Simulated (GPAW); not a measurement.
The system is SrO.

```
Sr O
1.0
     0.00000    2.56630    2.56630
     2.56630    0.00000    2.56630
     2.56630    2.56630    0.00000
Sr O
1 1
Direct
  0.50000 0.50000 0.50000
  0.00000 0.00000 0.00000
```

```yaml
Program: GPAW 26.7.0
Task: relaxation of cell and atoms
Functional: RPBE
Dispersion: D4
Potentials_or_basis: the program's PAW data sets (release 1.2.1) made for this functional
Cutoff: 800 eV
Basis: pw
k_mesh: 9 × 9 × 9
Occupations: fermi-dirac, width 0.05 eV
Spin: no spin polarisation
```

At the start: pressure 3.7 GPa; volume 16.90 Å³/atom.

How do energy, volume and symmetry change on relaxing?

Over 11 steps the energy falls by 8.3 meV/atom and the volume is 17.66 Å³/atom (+4.5 %); space group Fm-3m (No. 225, to 0.05 Å).

Step by step:
| step | energy change (eV) | largest force (eV/Å) | pressure (GPa) | volume (Å³) |
| --- | --- | --- | --- | --- |
| 1 | 0.0000 | 0.0000 | 3.71 | 33.80 |
| 2 | -0.0044 | 0.0000 | 3.14 | 34.00 |
| 3 | -0.0106 | 0.0000 | 2.14 | 34.37 |
| 4 | -0.0156 | 0.0000 | 0.89 | 34.87 |
| 5 | -0.0166 | 0.0000 | -0.40 | 35.42 |
| 6 | -0.0166 | 0.0000 | -0.38 | 35.42 |
| 7 | -0.0166 | 0.0000 | -0.36 | 35.41 |
| 8 | -0.0166 | 0.0000 | -0.32 | 35.39 |
| 9 | -0.0166 | 0.0000 | -0.27 | 35.37 |
| 10 | -0.0167 | 0.0000 | -0.22 | 35.34 |
| 11 | -0.0167 | 0.0000 | -0.15 | 35.31 |

Final structure:
```xyz
2
Lattice="0.0000 2.6040 2.6040 2.6040 0.0000 2.6040 2.6040 2.6040 0.0000" Properties=species:S:1:pos:R:3 pbc="T T T"
Sr    2.6040    2.6040    2.6040
O     0.0000    0.0000    0.0000
```

Caveat: later steps reuse the first step's grids.
